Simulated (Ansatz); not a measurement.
**A Na vacancy and a F vacancy, 4.01 Å apart on the ideal sites in rocksalt NaF, 62 atoms, charge 0**

All numbers come from Ansatz (PAW, plane waves, no spin–orbit coupling) at the single k point (¼, ¼, ¼) without its symmetry partners. The atoms were relaxed with PBEsol in a fixed cell; other functionals are single points on those atoms unless said otherwise. The valence top and gap of the host come from its small cell on a dense mesh, with the band extrema sought between the mesh points, lined up by the mean potential, PBEsol gap 6.20 eV, HSE06 gap 8.50 eV.

Relaxed structure:

```
F Na
1.0
     9.26000    0.00000    0.00000
     0.00000    9.26000    0.00000
     0.00000    0.00000    9.26000
F Na
31 31
Direct
  0.24901 0.00643 0.00676
  0.24766 0.00745 0.49445
  0.24779 0.49418 0.00758
  0.23531 0.49430 0.49452
  0.75090 0.00152 0.00169
  0.75191 0.00243 0.49910
  0.75202 0.49897 0.00247
  0.76550 0.49881 0.49888
  0.00634 0.24931 0.00672
  0.00717 0.24810 0.49443
  0.00120 0.75117 0.00175
  0.00180 0.75233 0.49909
  0.49392 0.24803 0.00761
  0.49374 0.23574 0.49445
  0.49864 0.75231 0.00253
  0.49845 0.76593 0.49885
  0.00613 0.00653 0.24958
  0.00118 0.00143 0.75138
  0.00728 0.49421 0.24826
  0.00176 0.49891 0.75248
  0.49382 0.00758 0.24824
  0.49860 0.00220 0.75249
  0.49383 0.49418 0.23587
  0.49854 0.49869 0.76606
  0.24887 0.24925 0.75036
  0.24891 0.75010 0.24958
  0.24918 0.75070 0.75094
  0.74982 0.24938 0.24939
  0.75048 0.24953 0.75099
  0.75043 0.75078 0.24968
  0.75045 0.75078 0.75093
  0.99938 0.99967 0.99995
  0.99930 0.99970 0.50103
  0.99940 0.50077 0.99990
  0.99998 0.50082 0.50107
  0.50053 0.99968 0.99987
  0.50043 0.00033 0.50099
  0.50062 0.50083 0.00047
  0.25163 0.25174 0.98209
  0.25572 0.25623 0.51747
  0.25116 0.74818 0.99844
  0.25619 0.74233 0.50243
  0.74782 0.25154 0.99835
  0.74190 0.25659 0.50243
  0.74851 0.74877 0.99937
  0.74311 0.74343 0.50117
  0.25135 0.98183 0.25209
  0.25113 0.99813 0.74832
  0.25587 0.51717 0.25644
  0.25625 0.50219 0.74270
  0.74788 0.99816 0.25166
  0.74848 0.99922 0.74897
  0.74194 0.50225 0.25675
  0.74332 0.50101 0.74362
  0.98151 0.25185 0.25206
  0.99787 0.25141 0.74846
  0.99779 0.74800 0.25172
  0.99891 0.74879 0.74895
  0.51684 0.25618 0.25640
  0.50194 0.25656 0.74252
  0.50189 0.74239 0.25668
  0.50074 0.74340 0.74358
```

Chemical potentials μ are those of reference phases of the elements at zero temperature by the same functional (the usual solids, diamond for C, grey Sn, and the molecules H2, N2, O2, F2, Cl2, Br2 and S8).

| functional | E(defect) − E(host) − Σ nμ + q·E_VBM (eV) | monopole (eV) | alignment (eV) | formation energy at E_F = VBM (eV) | moment (μB) | wall time, shared host |
| --- | --- | --- | --- | --- | --- | --- |
| PBEsol | 7.44 | 0.00 | 0.00 | 7.44 | 0 (no spin) | 28 s on 7 threads of Neoverse-V2 (relaxation) |
| HSE06 | 7.69 | 0.00 | 0.00 | 7.69 | 0 (no spin) | 3.8 min on 7 threads of Neoverse-V2 |

HSE06 one-electron levels near the gap (the ten most localised at most), from the host's valence top:

| level (eV) | spin | filling | atoms sharing it | element of the atom with most weight |
| --- | --- | --- | --- | --- |
| -0.03 | both | 2.00 | 9.3 | F |
| -0.03 | both | 2.00 | 9.4 | F |
| 0.01 | both | 2.00 | 6.3 | F |
| 0.01 | both | 2.00 | 6.4 | F |
| 0.04 | both | 2.00 | 6.1 | F |
| 0.11 | both | 2.00 | 7.2 | F |
| 0.12 | both | 2.00 | 6.8 | F |
| 0.12 | both | 2.00 | 6.9 | F |
| 0.24 | both | 2.00 | 4.1 | F |
| 0.24 | both | 2.00 | 4.1 | F |

All elements are taken at their own reference at once; growth conditions in equilibrium with the host shift these energies, by up to the host's formation enthalpy.

One k point and a cell of this size can leave errors of several tenths of an eV in such numbers.
